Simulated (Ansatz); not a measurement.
**BeTe: how the settings move a single-point run**

Aim: see which settings change the result for BeTe, by how much, and at what cost. The cell is built on a prototype (h-MgO type) and needn't be the phase found in nature.

Computed with Ansatz 0.2.0 (reference: DFT, HSE06, plane waves, PAW, unless a step's input says otherwise).

1 further run of the same task is left out (it didn't finish).

### Step 1. The system as given

It takes space group P6_3/mmc (No. 194, hexagonal). Conventional cell: a = 4.031 Å, b = 4.031 Å, c = 8.144 Å, α = 90.00°, β = 90.00°, γ = 120.00°. Be (site symmetry -6m2) has 3 Te at 2.33 Å as nearest neighbours. Te (site symmetry -6m2) has 3 Be at 2.33 Å as nearest neighbours.

As a file:

```cif
data_structure
_symmetry_space_group_name_H-M 'P 1'
_symmetry_Int_Tables_number 1
_cell_length_a 4.0309
_cell_length_b 4.0309
_cell_length_c 8.1440
_cell_angle_alpha 90.000
_cell_angle_beta 90.000
_cell_angle_gamma 120.000
_cell_volume 114.59
loop_
_atom_site_label
_atom_site_type_symbol
_atom_site_fract_x
_atom_site_fract_y
_atom_site_fract_z
_atom_site_occupancy
Be1 Be 0.33333 0.66667 0.25000 1
Be2 Be 0.66667 0.33333 0.75000 1
Te1 Te 0.66667 0.33333 0.25000 1
Te2 Te 0.33333 0.66667 0.75000 1
```

### Step 2. The reference run

input.yaml

```yaml
crystal:
  lattice:
    - [4.030852737, 0.0, 0.0]
    - [-2.0154263685, 3.4908208692, 0.0]
    - [0.0, 0.0, 8.1440451829]
  atoms:
    - { symbol: Be, position: [0.3333333333, 0.6666666667, 0.25] }
    - { symbol: Be, position: [0.6666666667, 0.3333333333, 0.75] }
    - { symbol: Te, position: [0.6666666667, 0.3333333333, 0.25] }
    - { symbol: Te, position: [0.3333333333, 0.6666666667, 0.75] }
kpoints:
  mp_grid: { grid: [6, 6, 2] }
hamiltonian:
  xc: hse06
scf:
  occupations: { method: fixed }
  n_extra_bands: 5
output:
  forces: true
  stress: true
  eigenvalues: true
```

Launch:

```console
> ansatz run input.yaml --threads 4 --pin off --max-ram 3686MiB --backend cpu --events-out ev --progress --plain --runs-dir out
```

### Step 3. Changed: occupations.method fermi_dirac, occupations.width 0.001

input.yaml, as its differences from that of step 2:

```diff
@@ -15,3 +15,3 @@
 scf:
-  occupations: { method: fixed }
+  occupations: { method: fermi_dirac, width: 0.001 }
   n_extra_bands: 5
```

What does the calculation give? Wanted: for each run, ending; energy change; pressure; gap; force.

The runs gave:

| run | ending | energy change | pressure (GPa) | gap (eV) | force (eV/Å) | cycles | time |
| --- | --- | --- | --- | --- | --- | --- | --- |
| reference | converged | 0 | -0.4 | 3.57 | 0.00 | 11 | 30 s |
| 1: occupations.method fermi_dirac, occupations.width 0.001 | converged | 0.0 meV/atom (σ→0) | -0.4 | 3.57 | 0.00 | 12 | 30 s |

Residual by cycle in the longest SCF loop of each run; runs are numbered as in the table. The quantity is the density residual dr2, in eV.

| cycle | reference | run 1 |
| --- | --- | --- |
| 1 | 0.0137 | 0.0139 |
| 2 | 0.00136 | 0.00134 |
| 3 | 3.8e-4 | 3.7e-4 |
| 4 | 4.2e-5 | 4.7e-5 |
| 5 | 3.9e-6 | 1.0e-5 |
| 6 | - | 2.6e-6 |

The changed input (smearing) leaves the energy the same to the digits printed. Cost: 12 SCF cycles against 11. The gap of the reference lacks spin-orbit coupling, though the cell holds Te.
